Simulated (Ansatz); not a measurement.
# Antimony, diamond under revPBE: structure, energy and stiffness, part 2 of 2

The plan for antimony in the diamond structure: relax it, solve it on a dense k-mesh, then scale the cell to 7 volumes from 88 to 112 % of the relaxed one and try a fit of the equation of state. Spin polarisation is left out. The k-meshes are 8×8×8 for the relaxation; 13×13×13 for the dense run; 9×9×9 for the volumes.

Ansatz 0.2.0; DFT, revPBE, plane waves (420 eV) with PAW, scalar-relativistic. The steps go on from the part before.

### 5 Volume × 0.92

Input file input.yaml:

```yaml
crystal:
  lattice:
    - [0.0, 3.4303639158, 3.4303639158]
    - [3.4303639158, 0.0, 3.4303639158]
    - [3.4303639158, 3.4303639158, 0.0]
  atoms:
    - { symbol: Sb, position: [0.125, 0.125, 0.125] }
    - { symbol: Sb, position: [0.875, 0.875, 0.875] }
hamiltonian:
  xc: revpbe
  pseudopotentials:
    kind: paw
    azcp:
      Sb: "pseudopotentials/Sb.paw.azcp"
basis:
  ecutwfc: 420
  fft_grid_basis: typed
kpoints:
  mp_grid: { grid: [9, 9, 9], shift: [0, 0, 0] }
magnetization:
  spin_polarized: false
scf:
  occupations: { method: fermi_dirac, width: 0.1 }
  lower_state_search: "off"
output:
  stress: true
  write_density: true
  write_potential: true
  elf: true
  volumetric_format: npy
```

The log of the run, shortened:

```text
Warning: RAYON_NUM_THREADS=2 ignored (pool sized by the plan → 2); use --threads N
[...]
Pseudopotentials: kind: paw
Pseudopotential: Sb, paw, valence charge 15, recommended cutoff 420 eV (normal), <dir>
Functional definition: revPBE
[...]
Crystal: 2 atoms, lattice volume = 80.733 Å³
Basis set: ecut = 420 eV, 1591 PW (Γ)
Bands: 19, of which v1, the nominal top of the filled ones, is band 15 counted from 1 (14 counted from 0)
Symmetry: 48 space group operations
Space group: Fd-3m (ITA 227), of the structure as read, at distance tolerance 4.3e-5 Å
k-points: 35 of 729
[...]
SCF iter   1: F=—  HF=-12980.779993 eV  |F-HF|=—  |Δ(HF+E_count)|=         —  Δρ=1.75e-3  dr2=2.24e-3  ethr=1.77e-3  ⟨swp⟩=6.3  Hψ=3467  notcnv=0
[...]
SCF iter   6: F=-12980.779743 eV  HF=-12980.779743 eV  |F-HF|=1.00e-8  |Δ(HF+E_count)|=   2.14e-7  Δρ=1.59e-6  dr2=1.31e-9  ethr=3.33e-10  ⟨swp⟩=11.4  Hψ=4961  notcnv=0
[...]
SCF converged after 6 iterations
Free energy (F): -12980.779743 eV
[...]
E sigma→0 (E₀):  -12980.753561 eV
Entropy (-TS):   -0.052365 eV (-26.182 meV/atom)
Fermi energy:    6.570298 eV
[...]
--- Stress (GPa, compression-positive) ---
        2.834419       0.000000      -0.000000
        0.000000       2.834419      -0.000000
        0.000000      -0.000000       2.834419
  P = ⅓ Tr σ = 2.8344 GPa (28.344 kbar)
--- Band table (eV; the first three rows and the last of 35) ---
  k-point 0: bands = ["-22.6892", "-22.6892", "-22.6892", "-22.6616", "-22.6616", "-22.5643", "-22.5643", "-22.5531", "-22.5531", "-22.5531", "-5.1820", "1.4630", "4.7095", "4.7095", "4.7095", "7.0622", "7.0622", "7.0622", "10.6571"]
[...]
```

It took 1.1 s on 2 threads of an x86-64 CPU, shared host; peak memory 0.39 GiB.

### 6 Volume × 0.96

Changes to input.yaml since step 5:

```diff
@@ -2,5 +2,5 @@
   lattice:
-    - [0.0, 3.4303639158, 3.4303639158]
-    - [3.4303639158, 0.0, 3.4303639158]
-    - [3.4303639158, 3.4303639158, 0.0]
+    - [0.0, 3.4793757364, 3.4793757364]
+    - [3.4793757364, 0.0, 3.4793757364]
+    - [3.4793757364, 3.4793757364, 0.0]
   atoms:
@@ -26,5 +26 @@
   stress: true
-  write_density: true
-  write_potential: true
-  elf: true
-  volumetric_format: npy
```

The log of the run, shortened:

```text
Warning: RAYON_NUM_THREADS=2 ignored (pool sized by the plan → 2); use --threads N
[...]
Pseudopotentials: kind: paw
Pseudopotential: Sb, paw, valence charge 15, recommended cutoff 420 eV (normal), <dir>
Functional definition: revPBE
[...]
Crystal: 2 atoms, lattice volume = 84.243 Å³
Basis set: ecut = 420 eV, 1639 PW (Γ)
Bands: 19, of which v1, the nominal top of the filled ones, is band 15 counted from 1 (14 counted from 0)
Symmetry: 48 space group operations
Space group: Fd-3m (ITA 227), of the structure as read, at distance tolerance 4.4e-5 Å
k-points: 35 of 729
[...]
SCF iter   1: F=—  HF=-12980.824616 eV  |F-HF|=—  |Δ(HF+E_count)|=         —  Δρ=1.79e-3  dr2=2.70e-3  ethr=1.77e-3  ⟨swp⟩=6.2  Hψ=3445  notcnv=0
[...]
SCF iter   6: F=-12980.824104 eV  HF=-12980.824104 eV  |F-HF|=7.88e-9  |Δ(HF+E_count)|=   1.59e-7  Δρ=1.49e-6  dr2=1.56e-9  ethr=3.33e-10  ⟨swp⟩=5.1  Hψ=2587  notcnv=0
[...]
SCF converged after 6 iterations
Free energy (F): -12980.824104 eV
[...]
E sigma→0 (E₀):  -12980.799519 eV
Entropy (-TS):   -0.049168 eV (-24.584 meV/atom)
Fermi energy:    6.096213 eV
[...]
--- Stress (GPa, compression-positive) ---
        1.267337       0.000000       0.000000
        0.000000       1.267337      -0.000000
        0.000000       0.000000       1.267337
  P = ⅓ Tr σ = 1.2673 GPa (12.673 kbar)
```

Run time: 0.82 s. Hardware: 2 threads of an x86-64 CPU, shared host; peak memory 0.39 GiB.

### 7 Volume × 1.0

Changes to input.yaml since step 6:

```diff
@@ -2,5 +2,5 @@
   lattice:
-    - [0.0, 3.4793757364, 3.4793757364]
-    - [3.4793757364, 0.0, 3.4793757364]
-    - [3.4793757364, 3.4793757364, 0.0]
+    - [0.0, 3.5270443412, 3.5270443412]
+    - [3.5270443412, 0.0, 3.5270443412]
+    - [3.5270443412, 3.5270443412, 0.0]
   atoms:
```

The log of the run, shortened:

```text
Warning: RAYON_NUM_THREADS=2 ignored (pool sized by the plan → 2); use --threads N
[...]
Pseudopotentials: kind: paw
Pseudopotential: Sb, paw, valence charge 15, recommended cutoff 420 eV (normal), <dir>
Functional definition: revPBE
[...]
Crystal: 2 atoms, lattice volume = 87.753 Å³
Basis set: ecut = 420 eV, 1687 PW (Γ)
Bands: 19, of which v1, the nominal top of the filled ones, is band 15 counted from 1 (14 counted from 0)
Symmetry: 48 space group operations
Space group: Fd-3m (ITA 227), of the structure as read, at distance tolerance 4.4e-5 Å
k-points: 35 of 729
[...]
SCF iter   1: F=—  HF=-12980.837931 eV  |F-HF|=—  |Δ(HF+E_count)|=         —  Δρ=1.83e-3  dr2=3.19e-3  ethr=1.77e-3  ⟨swp⟩=6.1  Hψ=3422  notcnv=0
[...]
SCF iter   6: F=-12980.837341 eV  HF=-12980.837341 eV  |F-HF|=7.51e-9  |Δ(HF+E_count)|=   1.01e-7  Δρ=1.19e-6  dr2=1.55e-9  ethr=3.33e-10  ⟨swp⟩=5.1  Hψ=2595  notcnv=0
[...]
SCF converged after 6 iterations
Free energy (F): -12980.837341 eV
[...]
E sigma→0 (E₀):  -12980.814180 eV
Entropy (-TS):   -0.046322 eV (-23.161 meV/atom)
Fermi energy:    5.659873 eV
[...]
--- Stress (GPa, compression-positive) ---
       -0.016665       0.000000       0.000000
        0.000000      -0.016665      -0.000000
        0.000000       0.000000      -0.016665
  P = ⅓ Tr σ = -0.0167 GPa (-0.167 kbar)
```

It took 0.84 s on 2 threads of an x86-64 CPU, shared host; peak memory 0.4 GiB.

### 8 Volume × 1.04

Changes to input.yaml since step 7:

```diff
@@ -2,5 +2,5 @@
   lattice:
-    - [0.0, 3.5270443412, 3.5270443412]
-    - [3.5270443412, 0.0, 3.5270443412]
-    - [3.5270443412, 3.5270443412, 0.0]
+    - [0.0, 3.573458142, 3.573458142]
+    - [3.573458142, 0.0, 3.573458142]
+    - [3.573458142, 3.573458142, 0.0]
   atoms:
```

The log of the run, shortened:

```text
Warning: RAYON_NUM_THREADS=2 ignored (pool sized by the plan → 2); use --threads N
[...]
Pseudopotentials: kind: paw
Pseudopotential: Sb, paw, valence charge 15, recommended cutoff 420 eV (normal), <dir>
Functional definition: revPBE
[...]
Crystal: 2 atoms, lattice volume = 91.263 Å³
Basis set: ecut = 420 eV, 1807 PW (Γ)
Bands: 19, of which v1, the nominal top of the filled ones, is band 15 counted from 1 (14 counted from 0)
Symmetry: 48 space group operations
Space group: Fd-3m (ITA 227), of the structure as read, at distance tolerance 4.5e-5 Å
k-points: 35 of 729
[...]
SCF iter   1: F=—  HF=-12980.825812 eV  |F-HF|=—  |Δ(HF+E_count)|=         —  Δρ=1.82e-3  dr2=3.58e-3  ethr=1.77e-3  ⟨swp⟩=6.2  Hψ=3436  notcnv=0
[...]
SCF iter   6: F=-12980.825071 eV  HF=-12980.825071 eV  |F-HF|=6.94e-9  |Δ(HF+E_count)|=   3.71e-8  Δρ=1.00e-6  dr2=1.64e-9  ethr=3.33e-10  ⟨swp⟩=5.1  Hψ=2592  notcnv=0
[...]
SCF converged after 6 iterations
Free energy (F): -12980.825071 eV
[...]
E sigma→0 (E₀):  -12980.803079 eV
Entropy (-TS):   -0.043985 eV (-21.993 meV/atom)
Fermi energy:    5.256315 eV
[...]
--- Stress (GPa, compression-positive) ---
       -1.068180      -0.000000       0.000000
        0.000000      -1.068180      -0.000000
        0.000000      -0.000000      -1.068180
  P = ⅓ Tr σ = -1.0682 GPa (-10.682 kbar)
```

It took 0.85 s on 2 threads of an x86-64 CPU, shared host; peak memory 0.4 GiB.

### 9 Volume × 1.08

Changes to input.yaml since step 8:

```diff
@@ -2,5 +2,5 @@
   lattice:
-    - [0.0, 3.573458142, 3.573458142]
-    - [3.573458142, 0.0, 3.573458142]
-    - [3.573458142, 3.573458142, 0.0]
+    - [0.0, 3.6186965918, 3.6186965918]
+    - [3.6186965918, 0.0, 3.6186965918]
+    - [3.6186965918, 3.6186965918, 0.0]
   atoms:
```

The log of the run, shortened:

```text
Warning: RAYON_NUM_THREADS=2 ignored (pool sized by the plan → 2); use --threads N
[...]
Pseudopotentials: kind: paw
Pseudopotential: Sb, paw, valence charge 15, recommended cutoff 420 eV (normal), <dir>
Functional definition: revPBE
[...]
Crystal: 2 atoms, lattice volume = 94.773 Å³
Basis set: ecut = 420 eV, 1837 PW (Γ)
Bands: 19, of which v1, the nominal top of the filled ones, is band 15 counted from 1 (14 counted from 0)
Symmetry: 48 space group operations
Space group: Fd-3m (ITA 227), of the structure as read, at distance tolerance 4.6e-5 Å
k-points: 35 of 729
[...]
SCF iter   1: F=—  HF=-12980.792830 eV  |F-HF|=—  |Δ(HF+E_count)|=         —  Δρ=1.81e-3  dr2=3.97e-3  ethr=1.77e-3  ⟨swp⟩=6.2  Hψ=3404  notcnv=0
[...]
SCF iter   6: F=-12980.791944 eV  HF=-12980.791944 eV  |F-HF|=5.82e-9  |Δ(HF+E_count)|=  6.22e-10  Δρ=9.80e-7  dr2=1.65e-9  ethr=3.33e-10  ⟨swp⟩=5.1  Hψ=2596  notcnv=0
[...]
SCF converged after 6 iterations
Free energy (F): -12980.791944 eV
[...]
E sigma→0 (E₀):  -12980.770852 eV
Entropy (-TS):   -0.042184 eV (-21.092 meV/atom)
Fermi energy:    4.881318 eV
[...]
--- Stress (GPa, compression-positive) ---
       -1.928027      -0.000000      -0.000000
       -0.000000      -1.928027       0.000000
       -0.000000       0.000000      -1.928027
  P = ⅓ Tr σ = -1.9280 GPa (-19.280 kbar)
```

Run time: 0.88 s. Hardware: 2 threads of an x86-64 CPU, shared host; peak memory 0.41 GiB.

### 10 Volume × 1.12

Changes to input.yaml since step 9:

```diff
@@ -2,5 +2,5 @@
   lattice:
-    - [0.0, 3.6186965918, 3.6186965918]
-    - [3.6186965918, 0.0, 3.6186965918]
-    - [3.6186965918, 3.6186965918, 0.0]
+    - [0.0, 3.6628313877, 3.6628313877]
+    - [3.6628313877, 0.0, 3.6628313877]
+    - [3.6628313877, 3.6628313877, 0.0]
   atoms:
```

The log of the run, shortened:

```text
Warning: RAYON_NUM_THREADS=2 ignored (pool sized by the plan → 2); use --threads N
[...]
Pseudopotentials: kind: paw
Pseudopotential: Sb, paw, valence charge 15, recommended cutoff 420 eV (normal), <dir>
Functional definition: revPBE
[...]
Crystal: 2 atoms, lattice volume = 98.284 Å³
Basis set: ecut = 420 eV, 1917 PW (Γ)
Bands: 19, of which v1, the nominal top of the filled ones, is band 15 counted from 1 (14 counted from 0)
Symmetry: 48 space group operations
Space group: Fd-3m (ITA 227), of the structure as read, at distance tolerance 4.6e-5 Å
k-points: 35 of 729
[...]
SCF iter   1: F=—  HF=-12980.742761 eV  |F-HF|=—  |Δ(HF+E_count)|=         —  Δρ=1.79e-3  dr2=4.33e-3  ethr=1.77e-3  ⟨swp⟩=6.3  Hψ=3421  notcnv=0
[...]
SCF iter   6: F=-12980.741764 eV  HF=-12980.741764 eV  |F-HF|=4.97e-9  |Δ(HF+E_count)|=   2.17e-8  Δρ=7.94e-7  dr2=1.75e-9  ethr=3.33e-10  ⟨swp⟩=5.1  Hψ=2589  notcnv=0
[...]
SCF converged after 6 iterations
Free energy (F): -12980.741764 eV
[...]
E sigma→0 (E₀):  -12980.721335 eV
Entropy (-TS):   -0.040858 eV (-20.429 meV/atom)
Fermi energy:    4.531355 eV
[...]
--- Stress (GPa, compression-positive) ---
       -2.628864       0.000000      -0.000000
       -0.000000      -2.628864       0.000000
        0.000000       0.000000      -2.628864
  P = ⅓ Tr σ = -2.6289 GPa (-26.289 kbar)
```

Wall time 0.87 s (2 threads of an x86-64 CPU, shared host); peak memory 0.41 GiB.

### 11 The equation of state

The cell was scaled evenly, with its shape and the fractional positions fixed.

```csv
V (Å³/atom),E − E₀ (meV/atom),P from the stress (GPa),P from the fit (GPa)
38.611,72.3,4.75,4.83
40.366,30.3,2.83,2.91
42.122,7.3,1.27,1.33
43.877,0.0,-0.02,0.04
45.632,5.5,-1.07,-1.02
47.387,21.6,-1.93,-1.89
49.142,46.4,-2.63,-2.61
```

Fit (Birch-Murnaghan, third order): V₀ = 43.942 Å³/atom, B₀ = 29 GPa, B₀′ = 3.9, largest residual 0.03 meV/atom.

The fit is made to E(σ → 0), while the stress belongs to the free energy F; that is one source of the offset between the two pressures.

### 12 Outcome

The summary covers parts 1 to 2.

```
                      quantity                         value
space group (spins left aside)               Fd-3m (No. 227)
             conventional cell                   a = 7.054 Å
                        volume                43.877 Å³/atom
             shortest distance                       3.055 Å
               gap on the mesh  none (levels filled in part)
   relative to A7 rhombohedral                 +266 meV/atom
                   V₀, B₀, B₀′   43.942 Å³/atom, 29 GPa, 3.9
```

What this shows: The relaxation enlarged the cell by 19.6 % in volume. Against the reference form of antimony (A7 rhombohedral, computed apart with the same settings) it stands 266 meV/atom higher. No gap shows: it is a metal or semimetal at this level. The fitted modulus is 29 GPa. The symmetry was held, so the structure may be unstable against distortions that break it.
